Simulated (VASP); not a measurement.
Set up this calculation in VASP 6.6.1, as the native input.

- Task: relaxation of cell and atoms
- Functional: PBEsol
- Potentials or basis: VASP PAW PBE potentials, release 64 (Mg, O)
- Cutoff: 520 eV
- k mesh: 12 × 12 × 12
- Occupations: gaussian, width 0.02 eV
- Spin: no spin polarisation
- Further INCAR settings: ALGO = Fast; EDIFF = 1e-07; IBRION = 2; EDIFFG = -0.002; NSW = 80; ISIF = 3

The structure of MgO lies in POSCAR:

```
MgO                                     
1.0
    0.0000000000      2.1048952452      2.1048952452
    2.1048952452      0.0000000000      2.1048952452
    2.1048952452      2.1048952452      0.0000000000
  Mg              O             
     1     1
Direct
     0.0000000000000000    0.0000000000000000    0.0000000000000000
     0.5000000000000000    0.5000000000000000    0.5000000000000000
```

The input as run:

INCAR

```
SYSTEM = MgO
ALGO = Fast
EDIFF = 1E-7
EDIFFG = -0.002
ENCUT = 520
GGA = PS
IBRION = 2
ISIF = 3
ISMEAR = 0
KPAR = 4
LASPH = .TRUE.
LCHARG = .FALSE.
LREAL = .FALSE.
LWAVE = .FALSE.
NELM = 80
NSW = 80
PREC = Accurate
SIGMA = 0.02
```

KPOINTS

```
k-points
0
G
  12 12 12
  0 0 0
```

Potentials or basis: VASP PAW PBE potentials, release 64 (Mg, O).

Command:

```bash
$ cat potpaw_PBE.64/Mg/POTCAR potpaw_PBE.64/O/POTCAR > POTCAR
$ mpirun -np 4 vasp_std > vasp.out
```

It gave:

```yaml
Pressure_after_relaxing: 0.0 GPa
Band_gap_on_the_k_mesh: 4.65 eV, direct
```

Caveat: the relaxation stopped at its first step, so nothing moved; the PAW data sets were made with another functional, which shifts forces and pressure a little.

It took 2.5 s on 4 MPI ranks on Intel(R) Xeon(R) 6975P-C (Granite Rapids), with other jobs on the host, peak memory 0.13 GiB a rank.
